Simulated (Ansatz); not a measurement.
**SnSe: modes against the lattice constant**

All numbers below come from DFT LDA, scalar-relativistic, plane waves, PAW in Ansatz 0.2.0. Cutoff 420 eV, 12×12×12 k-points (Γ-centred), Fermi-Dirac smearing of 0.15 eV. No spin polarisation. Phonons by linear response, acoustic sum rule imposed.

The cell is fixed (symmetry leaves no force on the atoms) and stands under -1.6 GPa:
```
CELL_PARAMETERS angstrom
3.60490 0.00000 0.00000
0.00000 3.60490 0.00000
0.00000 0.00000 3.60490
ATOMIC_POSITIONS crystal
Sn 0.00000 0.00000 0.00000
Se 0.50000 0.50000 0.50000
```

Its imaginary modes show that this cell, the ideal cubic caesium chloride prototype, isn't a minimum of the energy. In a metal, frequencies and elastic constants depend on the k mesh and the smearing, soft modes and shear constants most. Spin–orbit coupling is left out, which matters for heavy elements. A semilocal functional can close a gap that the real compound has.

Q: How do the optical zone-centre modes (counted from the lowest optical one, degenerate ones once; i marks imaginary ones) of this metal change over a = 3.550 and 3.605 Å?

A:
```csv
a (Å),3.550,3.605
pressure (GPa),1.3,-1.6
mode 1 (cm⁻¹),48i,70i
```